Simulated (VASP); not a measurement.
# ZnSe, self-consistent run: which settings are enough?

ZnSe, P4/nmm (no. 129), 4 atoms in the cell. PBE with TS; PAW potentials Se, Zn (PBE set). VASP 6.6.1.

Wanted: energy within 2 meV/atom; pressure within 0.1 GPa.

POSCAR:
```
ZnSe
1.0
    4.1077020000      0.0000000000      0.0000000000
    0.0000000000      4.1077020000      0.0000000000
    0.0000000000      0.0000000000      6.0703500000
Se Zn
2 2
Direct
    0.5000000000      0.0000000000      0.7537200000
    0.0000000000      0.5000000000      0.2462800000
    0.5000000000      0.5000000000      0.0000000000
    0.0000000000      0.0000000000      0.0000000000
```

## Self-consistent screening

| Self-consistent screening | Energy less reference (meV/atom) | Pressure (GPa) | SCF iterations | Time (s) |
|---|---|---|---|---|
| default | 0.0 | -1.24 | 15 | 23 |
| SCSRAD = 30 | -0.3 | -1.24 | 15 | 18 |
| SCSRAD = 60 | 0.0 | -1.24 | 15 | 19 |
| LSCALER0 = F | 25.9 | -0.33 | 15 | 23 |

## Question

For each series: keep the first row unless others stay within half of the tolerance and take at least 30 % less time, and then take the fastest.

## Answer

- self-consistent screening: default

## The input

INCAR:
```
SYSTEM = ZnSe
PREC = Accurate
ENCUT = 520
EDIFF = 1E-7
ISMEAR = 0
SIGMA = 0.02
LREAL = .False.
LASPH = .True.
ALGO = Normal
NELM = 100
ISIF = 2
LWAVE = .False.
LCHARG = .False.
IVDW = 2
LVDWSCS = .True.
```

KPOINTS:
```
k-points
0
Gamma
  5 5 3
```

Commands:
```
cat potpaw_PBE.64/Se/POTCAR potpaw_PBE.64/Zn/POTCAR > POTCAR
mpirun -np 1 vasp_std > vasp.out
```

The chosen input took VASP 6.6.1 23 s on 1 core (Intel Xeon 6975P-C (Granite Rapids)), a shared host.
